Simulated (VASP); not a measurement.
Input of a VASP 6.6.1 run:

The input INCAR:

```
PREC = Accurate ; ENCUT = 600
EDIFF = 1E-7 ; ISMEAR = 1
SIGMA = 0.1 ; LREAL = F
LASPH = T ; NELM = 80
ALGO = Normal ; ISIF = 2
LWAVE = F ; LCHARG = F
METAGGA = R2SCAN ; LMIXTAU = T
IBRION = 2 ; NSW = 40
EDIFFG = -0.01
```

KPOINTS

```
Automatic mesh
0
Gamma
  16 16 16
```

POSCAR

```
Si                                      
1.0
    0.0000000000      1.9306154099      1.9306154099
    1.9306154099      0.0000000000      1.9306154099
    1.9306154099      1.9306154099      0.0000000000
  Si            
     1
Direct
     0.0000000000000000    0.0000000000000000    0.0000000000000000
```

Potentials or basis: VASP PAW PBE potentials, release 64 (Si).

Command:

```bash
$ cat potpaw_PBE.64/Si/POTCAR > POTCAR
$ mpirun -np 1 vasp_std > vasp.out
```

(1) Predict the band gap on the k mesh.

## Answers

(1) none (metal or under the smearing width).

Caveat: the relaxation stopped at its first step, so nothing moved.
